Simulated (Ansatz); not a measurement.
# Nuclear-site quantities of KCl as the cell is scaled

```xyz
2
Lattice="0.0000 3.1561 3.1561 3.1561 0.0000 3.1561 3.1561 3.1561 0.0000" Properties=species:S:1:pos:R:3 pbc="T T T"
K     0.0000    0.0000    0.0000
Cl    3.1561    3.1561    3.1561
```

Atoms are numbered in the order listed.

The cell is a measured one (Crystallography Open Database entry 9003114); the temperature and pressure of the measurement aren't taken into account, and nothing was relaxed.

The calculation used Ansatz 0.2.0, DFT, PBEsol, all-electron PAW with datasets made for the crystal, scalar-relativistic.

The runs use a Γ-centred 7×7×7 k mesh, Fermi–Dirac smearing of 0.03 eV, cutoff 220 eV (chosen by the program for this cell), no spin polarisation.

The contact density is the mean electron density over the nuclear volume; its changes follow the s electrons' response to bonding and compression. Changes below are taken from the unscaled cell, where it is 34705.5 e/Å³ at K1, 24040.6 e/Å³ at Cl2.

```tsv
V/V(cell)	P (GPa)	Δρ(0) K1 (e/Å³)	Δρ(0) Cl2 (e/Å³)
0.9400	0.6	0.21	-0.12
0.9600	0.2	0.14	-0.08
0.9800	-0.2	0.07	-0.04
0.9900	-0.4	0.03	-0.02
1.0000	-0.6	0.00	0.00
1.0100	-0.7	-0.03	0.02
1.0200	-0.9	-0.06	0.04
1.0400	-1.1	?	0.08
1.0600	-1.3	?	?
```

(1) What belongs in the row "1.0600", column "Δρ(0) K1 (e/Å³)"?

(2) Give the missing entry: row "1.0600", column "Δρ(0) Cl2 (e/Å³)".

(3) What belongs in the row "1.0400", column "Δρ(0) K1 (e/Å³)"?

The datasets are made afresh for each cell, so very small changes are uncertain.

Answers

(1) -0.18.

(2) 0.12.

(3) -0.12.
